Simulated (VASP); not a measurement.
**H: single point with LDA**

Crystal: H.

```
CELL_PARAMETERS angstrom
-1.69153 1.69153 2.05847
1.69153 -1.69153 2.05847
1.69153 1.69153 -2.05847
ATOMIC_POSITIONS crystal
H 0.09014 0.09014 0.00000
H 0.90986 0.90986 0.00000
```

- Program: VASP 6.6.1
- Task: single point
- Functional: LDA
- Potentials or basis: VASP PAW LDA potentials, release 54 (H)
- Cutoff: 520 eV
- k mesh: 11 × 11 × 11
- Occupations: gaussian, width 0.02 eV
- Spin: no spin polarisation
- Further INCAR settings: ALGO = Fast; EDIFF = 1.00e-06

```json
{"Pressure": "0.8 GPa", "Largest force": "0.969 eV/Å", "Band gap on the k mesh": "8.42 eV, indirect (least direct gap 9.27 eV)"}
```

Forces on the atoms (eV/Å):
```
H    0.000  0.000  0.969
H    0.000  0.000 -0.969
```

Stress tensor (GPa, compression positive):
```
-0.89  0.00  0.00
 0.00 -0.89  0.00
 0.00  0.00  4.03
```

Levels at points of the mesh, in eV from the valence-band top:
```tsv
k point	band 1	band 2	band 3	band 4	band 5
(0.00, 0.00, 0.00)	-2.54	13.10	16.97	23.12	23.12
```

It took 5.7 s on 1 thread of Intel(R) Xeon(R) 6975P-C (Granite Rapids) (shared host), peak memory 0.12 GiB.

Caveat: an odd mesh through Γ misses points on the zone boundary, where band edges often lie.
